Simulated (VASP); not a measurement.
Wanted: the native input for a VASP 6.6.1 run.

```
Task                   : relaxation of cell and atoms
Functional             : PBEsol
Potentials or basis    : VASP PAW PBE potentials, release 64 (Pb_d, I)
Cutoff                 : 600 eV
k mesh                 : 9 × 9 × 4
Occupations            : gaussian, width 0.03 eV
Spin                   : no spin polarisation
Further INCAR settings : ALGO = Normal; EDIFF = 1e-06; IBRION = 2; EDIFFG = -0.01; NSW = 90; ISIF = 3
```

The structure of PbI2 lies in POSCAR:

```
PbI2
1.0
    4.5550000000      0.0000000000      0.0000000000
   -2.2775000000      3.9447457142      0.0000000000
    0.0000000000      0.0000000000      6.9770000000
Pb I
1 2
Direct
    0.0000000000      0.0000000000      0.0000000000
    0.3333333333      0.6666666667      0.2650000000
    0.6666666667      0.3333333333      0.7350000000
```

These files were run (other wordings do the same):

INCAR

```
  ALGO = Normal
  EDIFF = 1E-6
  EDIFFG = -0.01
  ENCUT = 600
  GGA = PS
  IBRION = 2
  ISIF = 3
  ISMEAR = 0
  KPAR = 2
  LASPH = T
  LCHARG = F
  LREAL = F
  LWAVE = F
  NELM = 80
  NSW = 90
  PREC = Accurate
  SIGMA = 0.03
```

KPOINTS

```
k-points
0
Gamma
  9 9 4
```

Potentials or basis: VASP PAW PBE potentials, release 64 (Pb_d, I).

The run is started by

```bash
$ cat potpaw_PBE.64/Pb_d/POTCAR potpaw_PBE.64/I/POTCAR > POTCAR
$ mpirun -np 2 vasp_std > vasp.out
```

Results of the run:

```
Relaxed volume                         : 41.89 Å³/atom
Relaxed cell                           : a = 4.548 Å, b = 4.548 Å, c = 7.015 Å, α = 90.00°, β = 90.00°, γ = 120.00°
Space group after relaxing (to 0.05 Å) : P-3m1 (No. 164)
Energy gained by relaxing              : 0.1 meV/atom
Ionic steps                            : 5
Pressure after relaxing                : 0.0 GPa
Largest force after relaxing           : 0.009 eV/Å
Band gap on the k mesh                 : 2.13 eV, direct
```

Caveat: the PAW data sets were made with another functional, which shifts forces and pressure a little; spin-orbit coupling is left out, which as a rule narrows the gap of such compounds by several tenths of an eV; an odd mesh through Γ misses points on the zone boundary, where band edges often lie; this functional lacks dispersion, which binds the layers, so the pressure and a relaxed spacing across them are unreliable.

Wall time 53 s on 2 MPI ranks on Intel(R) Xeon(R) 6975P-C (Granite Rapids) (shared host), peak memory 0.33 GiB a rank.
